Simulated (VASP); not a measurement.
# COH2 in VASP: a series of runs

The runs below take COH2 through relaxation of the atoms, vibrations by finite differences, with PBE+D3(BJ).

Program: VASP 6.6.1. These are calculated values, not measurements. Logs are shortened: lines on timing, memory, paths and dates and some standing lists are left out, and cuts for length are marked.

## (1) Starting point

The cell holds a molecule in a box, 4 atoms: a = 12.495 Å, b = 12.995 Å, c = 13.495 Å, α = 90.00°, β = 90.00°, γ = 90.00°.

## (2) Relaxation of the atoms, PBE+D3(BJ)

File INCAR:

```
PREC     = Accurate       # precision mode
ENCUT    = 400            # plane-wave cutoff, eV
EDIFF    = 1E-6           # SCF threshold, eV
ISMEAR   = 0              # smearing method
SIGMA    = 0.01           # smearing width, eV
LREAL    = False          # projectors in reciprocal space
LASPH    = True           # aspherical terms in the spheres
NELM     = 60             # most SCF steps
ALGO     = Normal         # electronic algorithm
ISIF     = 2              # what is computed and relaxed
LWAVE    = False          # write WAVECAR
LCHARG   = False          # write CHGCAR
GGA      = PE             # functional
IVDW     = 12             # dispersion correction
IBRION   = 2              # ionic algorithm
NSW      = 120            # ionic steps
EDIFFG   = -0.03          # ionic threshold
ISYM     = 0
```

File KPOINTS:

```
regular mesh
0
Gamma
  1 1 1
```

File POSCAR:

```
H2CO
1.0
   12.4947659882      0.0000000000      0.0000000000
    0.0000000000     12.9947659882      0.0000000000
    0.0000000000      0.0000000000     13.4947659882
C O H
1 1 2
Selective dynamics
Direct
    0.5000190504      0.5037871196      0.5000098305  F F F
    0.5275856974      0.4171473943      0.5138462042  T T T
    0.5493678802      0.5706527356      0.5211884853  T T T
    0.4230273719      0.5238035625      0.4649554801  T T T
```

Potentials or basis: VASP PAW PBE potentials, release 64 (C, O, H).

Command:

```bash
> cat potpaw_PBE.64/C/POTCAR potpaw_PBE.64/O/POTCAR potpaw_PBE.64/H/POTCAR > POTCAR
> mpirun -np 1 vasp_gam > vasp.out
```

OUTCAR:

```text
PREC = Accurate
   ENCUT = 400
   EDIFF = 1E-6
   ISMEAR = 0
   LREAL = False
   LASPH = True
   NELM = 60
   ISIF = 2
   GGA = PE
   IVDW = 12
   IBRION = 2
   NSW = 120
   EDIFFG = -0.03
   ISYM = 0
 IVDW          = 12

 ion  position               nearest neighbor table
   1  0.500  0.504  0.500-   4 1.10   3 1.10   2 1.19
   2  0.528  0.417  0.514-   1 1.19
   3  0.549  0.571  0.521-   1 1.10
   4  0.423  0.524  0.465-   1 1.10

IMPORTANT INFORMATION: All symmetrisations will be switched off!
NOSYMM: (Re-)initialisation of all symmetry stuff for point group C_1.

----------------------------------------------------------------------------------------

                                     Primitive cell

  volume of cell :    2191.0987

  direct lattice vectors                    reciprocal lattice vectors
    12.494765988  0.000000000  0.000000000     0.080033512  0.000000000  0.000000000
     0.000000000 12.994765988  0.000000000     0.000000000  0.076954060  0.000000000
     0.000000000  0.000000000 13.494765988     0.000000000  0.000000000  0.074102804

  length of vectors
    12.494765988 12.994765988 13.494765988     0.080033512  0.076954060  0.074102804

  position of ions in fractional coordinates (direct lattice)
     0.500019050  0.503787120  0.500009830
     0.527585697  0.417147394  0.513846204
     0.549367880  0.570652736  0.521188485
     0.423027372  0.523803562  0.464955480

  ion indices of the primitive-cell ions
   primitive index   ion index
                 1           1
                 2           2
                 3           3
                 4           4

----------------------------------------------------------------------------------------

 KPOINTS: regular mesh

Automatic generation of k-mesh.
 Grid dimensions read from file:
 generate k-points for:    1    1    1

 Generating k-lattice:

  Cartesian coordinates                     Fractional coordinates (reciprocal lattice)
     0.080033512  0.000000000  0.000000000     1.000000000  0.000000000  0.000000000
     0.000000000  0.076954060  0.000000000     0.000000000  1.000000000  0.000000000
     0.000000000  0.000000000  0.074102804     0.000000000  0.000000000  1.000000000

  Length of vectors
     0.080033512  0.076954060  0.074102804

  Shift w.r.t. Gamma in fractional coordinates (k-lattice)
     0.000000000  0.000000000  0.000000000

 Subroutine IBZKPT returns following result:
 ===========================================

 Found      1 irreducible k-points:

 Following reciprocal coordinates:
            Coordinates               Weight
  0.000000  0.000000  0.000000      1.000000
   k-points           NKPTS =      1   k-points in BZ     NKDIM =      1   number of bands    NBANDS=     10
   number of dos      NEDOS =    301   number of ions     NIONS =      4
   total plane-waves  NPLWV = 680400
   dimension x,y,z NGX =    84 NGY =   90 NGZ =   90
   dimension x,y,z NGXF=   168 NGYF=  180 NGZF=  180
   ions per type =               1   1   2
   NGX,Y,Z   is equivalent  to a cutoff of  11.18, 11.51, 11.09 a.u.
   NGXF,Y,Z  is equivalent  to a cutoff of  22.35, 23.03, 22.17 a.u.
 SYSTEM =  unknown system
   PREC   = accura    normal or accurate (medium, high low for compatibility)
   ISTART =      0    job   : 0-new  1-cont  2-samecut
   ICHARG =      2    charge: 1-file 2-atom 10-const
   ISPIN  =      1    spin polarized calculation?
   LNONCOLLINEAR =      F non collinear calculations
   LSORBIT =      F    spin-orbit coupling
   LASPH  =      T    aspherical Exc in radial PAW
   ENCUT  =  400.0 eV  29.40 Ry    5.42 a.u.  20.38 21.19 22.01*2*pi/ulx,y,z
   NELM   =     60;   NELMIN=  2; NELMDL= -5     # of ELM steps
   EDIFF  = 0.1E-05   stopping-criterion for ELM
   LREAL  =      F    real-space projection
   EDIFFG = -.3E-01   stopping-criterion for IOM
   NSW    =    120    number of steps for IOM
   IBRION =      2    ionic relax: 0-MD 1-quasi-New 2-CG
   NFREE  =      1    steps in history (QN), initial steepest desc. (CG)
   ISIF   =      2    stress and relaxation
   ISYM   =      0    0-nonsym 1-usesym 2-fastsym
   POTIM  = 0.5000    time-step for ionic-motion
   TEBEG  =    0.0;   TEEND  =   0.0 temperature during run
   PSTRESS=    0.0 pullay stress
   NELECT =      12.0000    total number of electrons
   NUPDOWN=      -1.0000    fix difference up-down
   EMIN   =  10.00;   EMAX   =-10.00  energy-range for DOS
   EFERMI =   0.00;   METHOD = LEGACY
   ISMEAR =     0;   SIGMA  =   0.01  broadening in eV -4-tet -1-fermi 0-gaus
   EFERMI_NEDOS =   21; number of points for ismear=-14 and -15
   IALGO  =     38    algorithm
   IMIX   =      4    mixing-type and parameters
     AMIX     =   0.40;   BMIX     =  1.00
     AMIX_MAG =   1.60;   BMIX_MAG =  1.00
  volume/ion in A,a.u.               =     547.77      3696.57
  Fermi-wavevector in a.u.,A,eV,Ry     =   0.288568  0.545314  1.132976  0.083271
  Thomas-Fermi vector in A             =   1.145455
   LORBIT       =      0    0 simple, 1 ext, 2 COOP (PROOUT), +10 PAW based schemes
   GGA     = PE    functional components
   LHFCALC =     F    Hartree Fock is set to
   AEXX    =    0.0000 exact exchange contribution
   IVDW    =    12    specifies the selected vdW correction
   LEPSILON=     F    determine dielectric tensor
   LRPA    =     F    only Hartree local field effects (RPA)
 conjugate gradient relaxation of ions
 non-spin polarized calculation
 Gauss-broadening in eV      SIGMA  =   0.01
  energy-cutoff  :      400.00
  volume of cell :     2191.10
 maximum number of plane-waves:     19892
 NGX is ok and might be reduce to    84
   NGX = 41   NGY = 43   NGZ = 45

--------------------------------------- Ionic step        1  -------------------------------------------

 number of electron      12.0000008 magnetization

 Free energy of the ion-electron system (eV)
  ---------------------------------------------------
  ext. energy  EPLUGINS =         0.00000000
  ---------------------------------------------------
  free energy    TOTEN  =       -22.12487453 eV

  energy without entropy =      -22.12487453  energy(sigma->0) =      -22.12487453

------------------------ aborting loop because EDIFF is reached ----------------------------------------

 Edisp (eV)   -0.02984

 E8    (eV) :    -0.0081

  FORCE on cell =-STRESS in cart. coord.  units (eV):
  Direction    XX          YY          ZZ          XY          YZ          ZX
  --------------------------------------------------------------------------------------
  -------------------------------------------------------------------------------------
  Total      -0.10630     1.57712    -0.69668    -0.51815    -0.29319     0.38743
  in kB      -0.07773     1.15322    -0.50943    -0.37889    -0.21438     0.28329
  external pressure =        0.19 kB  Pullay stress =        0.00 kB

 VOLUME and BASIS-vectors are now :
 -----------------------------------------------------------------------------
  energy-cutoff  :      400.00
  volume of cell :     2191.10
      direct lattice vectors                 reciprocal lattice vectors
    12.494765988  0.000000000  0.000000000     0.080033512  0.000000000  0.000000000
     0.000000000 12.994765988  0.000000000     0.000000000  0.076954060  0.000000000
     0.000000000  0.000000000 13.494765988     0.000000000  0.000000000  0.074102804
[... 253 lines left out ...]
 POSITION                                       TOTAL-FORCE (eV/Angst)
 -----------------------------------------------------------------------------------
      6.24762      6.54660      6.74752        -0.050923      0.167430     -0.028109
      6.59781      5.40135      6.93758         0.044397     -0.148273      0.025552
      6.88288      7.41787      7.04232         0.017207     -0.004572      0.008030
      5.26968      6.79577      6.26682        -0.010681     -0.014585     -0.005473
 -----------------------------------------------------------------------------------
    total drift:                               -0.001073      0.000157     -0.000199

  FREE ENERGIE OF THE ION-ELECTRON SYSTEM (eV)
  ---------------------------------------------------
  free  energy   TOTEN  =       -22.1858213919 eV

  energy  without entropy=      -22.1858213919  energy(sigma->0) =      -22.18582139

--------------------------------------- Ionic step        8  -------------------------------------------

 number of electron      12.0000007 magnetization

 Free energy of the ion-electron system (eV)
  ---------------------------------------------------
  ext. energy  EPLUGINS =         0.00000000
  ---------------------------------------------------
  free energy    TOTEN  =       -22.15622068 eV

  energy without entropy =      -22.15622068  energy(sigma->0) =      -22.15622068

 E-fermi :  -6.1020     XC(G=0):  -0.3680

 val. band max:       -6.2008046083   @ k =   0.0000   0.0000   0.0000
 cond. band min:      -2.6764156013   @ k =   0.0000   0.0000   0.0000
 fundamental gap:      3.5243890070
 Fermi energy:        -6.1020334686

 k-point     1 :       0.0000    0.0000    0.0000
  band No.  band energies     occupation
      1     -26.6082      2.00000
      2     -15.6440      2.00000
      3     -12.0440      2.00000
      4     -10.8575      2.00000
      5      -9.9813      2.00000
      6      -6.2008      2.00000
      7      -2.6764      0.00000
      8      -0.4483      0.00000
      9       0.3030      0.00000
     10       0.4597      0.00000

------------------------ aborting loop because EDIFF is reached ----------------------------------------

 Edisp (eV)   -0.02981

 E8    (eV) :    -0.0081

  FORCE on cell =-STRESS in cart. coord.  units (eV):
  Direction    XX          YY          ZZ          XY          YZ          ZX
  --------------------------------------------------------------------------------------
  -------------------------------------------------------------------------------------
  Total      -0.97419    -0.80515    -0.90930    -0.07216    -0.03602    -0.04356
  in kB      -0.71235    -0.58874    -0.66490    -0.05277    -0.02634    -0.03185
  external pressure =       -0.66 kB  Pullay stress =        0.00 kB
[... 10 lines left out ...]
 POSITION                                       TOTAL-FORCE (eV/Angst)
 -----------------------------------------------------------------------------------
      6.24762      6.54660      6.74752        -0.004179      0.014157     -0.002618
      6.59832      5.39955      6.93792         0.003813     -0.015340      0.003447
      6.88418      7.41623      7.04297         0.009524      0.003792      0.004129
      5.26957      6.79360      6.26678        -0.009157     -0.002609     -0.004957
 -----------------------------------------------------------------------------------
    total drift:                               -0.000951     -0.000318     -0.000137

  FREE ENERGIE OF THE ION-ELECTRON SYSTEM (eV)
  ---------------------------------------------------
  free  energy   TOTEN  =       -22.1860261704 eV

  energy  without entropy=      -22.1860261704  energy(sigma->0) =      -22.18602617

 reached required accuracy - stopping structural energy minimisation
```

Wall time 4.2 min (1 thread of Intel Xeon 6975P-C (Granite Rapids), shared host); peak memory 1.4 GiB.

Results:

```yaml
Free_energy: -22.1860 eV
Energy_gained_by_relaxing: 7.8 meV/atom
Ionic_steps: 8
Gap_between_the_frontier_levels: 3.52 eV
Dispersion_energy_per_atom: -0.007 eV
```

The path:
```csv
step,energy change (eV),largest force (eV/Å),pressure (GPa)
1,0.0000,1.9828,0.02
2,0.1648,4.7187,-0.24
3,-0.0269,0.2853,-0.06
4,-0.0303,0.2074,-0.07
5,-0.0304,0.1746,-0.07
6,-0.0309,0.1754,-0.07
7,-0.0311,0.1772,-0.06
8,-0.0313,0.0162,-0.07
```

Final structure:
```xyz
4
Lattice="12.4948 0.0000 0.0000 0.0000 12.9948 0.0000 0.0000 0.0000 13.4948" Properties=species:S:1:pos:R:3 pbc="T T T"
C     6.2476    6.5466    6.7475
O     6.5983    5.3996    6.9379
H     6.8842    7.4162    7.0430
H     5.2696    6.7936    6.2668
```

Caveat: the cutoff is under 1.25 times the usual one of these potentials, so pressure, stress and relaxed cells hold a basis-set (Pulay) error; the standard files for N, O and F lose accuracy on very short bonds. PBE gaps usually lie below the measured ones, often by a third to a half.

## (3) Vibrations by finite differences, PBE+D3(BJ)

File INCAR:

```
SYSTEM = H2CO
ALGO     = Normal         ! electronic algorithm
EDIFF    = 1E-7           ! SCF threshold, eV
ENCUT    = 400            ! plane-wave cutoff, eV
GGA      = PE             ! functional
IBRION   = 5              ! ionic algorithm
ISIF     = 2              ! what is computed and relaxed
ISMEAR   = 0              ! smearing method
ISYM     = 0            
IVDW     = 12             ! dispersion correction
LASPH    = .TRUE.         ! aspherical terms in the spheres
LCHARG   = .FALSE.        ! write CHGCAR
LREAL    = .FALSE.        ! projectors in reciprocal space
LWAVE    = .FALSE.        ! write WAVECAR
NBANDS   = 14             ! bands
NELM     = 60             ! most SCF steps
NFREE    = 2            
NSW      = 1              ! ionic steps
POTIM    = 0.015          ! step
PREC     = Accurate       ! precision mode
SIGMA    = 0.01           ! smearing width, eV
```

File KPOINTS:

```
k-points
0
G
  1 1 1
  0 0 0
```

File POSCAR:

```
H2CO                                    
1.0
   12.4947659882      0.0000000000      0.0000000000
    0.0000000000     12.9947659882      0.0000000000
    0.0000000000      0.0000000000     13.4947659882
  C               O               H             
     1     1     2
Selective dynamics
Direct
0.5000190503999988  0.5037871195999983  0.5000098304999980  T T T
0.5280864508128332  0.4155174426898387  0.5141190513277946  T T T
0.5509651736980902  0.5707087617741232  0.5219035328818260  T T T
0.4217421548186554  0.5227948316594434  0.4643863205640079  T T T
```

Potentials or basis: VASP PAW PBE potentials, release 64 (C, O, H).

Command:

```bash
> cat potpaw_PBE.64/C/POTCAR potpaw_PBE.64/O/POTCAR potpaw_PBE.64/H/POTCAR > POTCAR
> mpirun -np 1 vasp_gam > vasp.out
```

Wall time 21 min (1 thread of Intel Xeon 6975P-C (Granite Rapids), shared host); peak memory 1.4 GiB.

The run converged. Its results:

* Highest phonon frequency at Γ, LO-TO splitting left out: 2860 cm⁻¹
* Most unstable mode: 57i cm⁻¹
* Dispersion energy per atom: -0.007 eV

Phonon frequencies in cm⁻¹ (negative: imaginary):
```
              q point                                       frequencies
(0.000, 0.000, 0.000)  -57 -31 -13 1 2 20 1145 1218 1482 1762 2813 2860
```

Caveat: the cutoff is under 1.25 times the usual one of these potentials, so pressure, stress and relaxed cells hold a basis-set (Pulay) error; some modes are imaginary; the standard files for N, O and F lose accuracy on very short bonds.
